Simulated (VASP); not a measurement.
Set up this calculation in VASP 6.6.1, as the native input.

```
Task                   : relaxation of cell and atoms
Functional             : PBEsol
Potentials or basis    : VASP PAW PBE potentials, release 64 (Sn_d, Se)
Cutoff                 : 600 eV
k mesh                 : 10 × 10 × 10
Occupations            : gaussian, width 0.03 eV
Spin                   : no spin polarisation
Further INCAR settings : ALGO = Normal; EDIFF = 1e-06; IBRION = 2; EDIFFG = -0.01; NSW = 90; ISIF = 3
```

The structure of SnSe lies in POSCAR:

```
SnSe
1.0
    0.0000000000      3.0100000000      3.0100000000
    3.0100000000      0.0000000000      3.0100000000
    3.0100000000      3.0100000000      0.0000000000
Sn Se
1 1
Direct
    0.0000000000      0.0000000000      0.0000000000
    0.5000000000      0.5000000000      0.5000000000
```

The cell was built by a generator and needn't be a form met in nature.

These files were run (other wordings do the same):

INCAR

```
SYSTEM = SnSe
PREC = Accurate
ENCUT = 600
EDIFF = 1E-6
ISMEAR = 0
SIGMA = 0.03
LREAL = .False.
LASPH = .True.
NELM = 80
ALGO = Normal
ISIF = 3
LWAVE = .False.
LCHARG = .False.
GGA = PS
IBRION = 2
NSW = 90
EDIFFG = -0.01
```

KPOINTS

```
regular mesh
0
Gamma
  10 10 10
  0 0 0
```

Potentials or basis: VASP PAW PBE potentials, release 64 (Sn_d, Se).

Run with:

```console
$ cat potpaw_PBE.64/Sn_d/POTCAR potpaw_PBE.64/Se/POTCAR > POTCAR
$ mpirun -np 1 vasp_std > vasp.out
```

It gave:

The relaxed volume is 26.35 Å³/atom. The relaxed cell is a = 4.208 Å, b = 4.208 Å, c = 4.208 Å, α = 60.00°, β = 60.00°, γ = 60.00° and the space group after relaxing (to 0.05 Å) is Fm-3m (No. 225). The energy gained by relaxing is 5.3 meV/atom, the ionic steps are 3 and the pressure after relaxing is 0.0 GPa. The band gap on the k mesh is 0.48 eV, indirect (least direct gap 0.58 eV).

Caveat: the PAW data sets were made with another functional, which shifts forces and pressure a little; spin-orbit coupling is left out, which moves the levels of the heavy elements.

It took 64 s on 1 thread of Intel(R) Xeon(R) Platinum 8488C (Sapphire Rapids) (shared host), peak memory 0.24 GiB.
